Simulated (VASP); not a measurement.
Here is a VASP 6.6.1 calculation.

Contents of INCAR:

```
SYSTEM = Mg15Si8
ALGO = Normal
EDIFF = 1E-6
ENCUT = 520
GGA = CA
ISIF = 2
ISMEAR = -1
LASPH = .TRUE.
LCHARG = .TRUE.
LELF = .TRUE.
LREAL = Auto
LVHAR = .TRUE.
LWAVE = .FALSE.
NBANDS = 48
NELM = 60
PREC = Accurate
SIGMA = 0.05
```

File KPOINTS:

```
k-points
0
G
  1 1 1
  0 0 0
```

The input POSCAR:

```
Mg15Si8
1.0
    0.0000000000      6.4549100000      6.4549100000
    6.4549100000      0.0000000000      6.4549100000
    6.4549100000      6.4549100000      0.0000000000
Mg Si
15 8
Direct
   -0.1086614686      0.0276998440      0.2183763987
    0.2964797340      0.2554412068      0.7664630491
    0.3772864378      0.4114619724      0.2950234783
    0.2460607507      0.4040490108      1.0224464787
   -0.0946333876      0.6342845989      0.3187263649
    0.3113366414      0.9524455027      0.2119704225
   -0.0944319905      0.6807143709      0.6954628337
    0.3754971022      0.9063333184      0.7414200973
    0.7043785274      0.0528744785      0.0005577150
    0.8893927258      0.2334734334      0.5490006832
    0.6667869885      0.0884830307      0.6153842579
    0.6966479781      0.3445129367      0.9778757566
    0.6774377954      0.4646385465      0.3075798113
    0.3939016965      0.6832783106      0.5620682550
    1.0854140492      0.8132026628      0.8197403217
    0.0105888386      0.1336579441     -0.0992345362
    0.0237648550     -0.0639668098      0.4807658046
   -0.1502422187      0.6591726298      0.0339586454
    0.0731845990      0.3624372764      0.6031842427
    0.4870788284     -0.2963867815      0.0438038640
    0.5197516309      0.0356085522      0.3568523806
    0.2139689012      0.7092352953      0.0772512707
    0.5400462594      0.3379675317      0.7638293950
```

Potentials or basis: VASP PAW LDA potentials, release 64 (Mg, Si).

The run is started by

```sh
$ cat potpaw_LDA.64/Mg/POTCAR potpaw_LDA.64/Si/POTCAR > POTCAR
$ mpirun -np 1 vasp_gam > vasp.out
```

(1) Predict the pressure.

(2) Predict the band gap on the k mesh.

(3) What does it give for the largest force?

Results:

(1) -0.9 GPa.

(2) 0.20 eV, direct.

(3) 2.847 eV/Å.
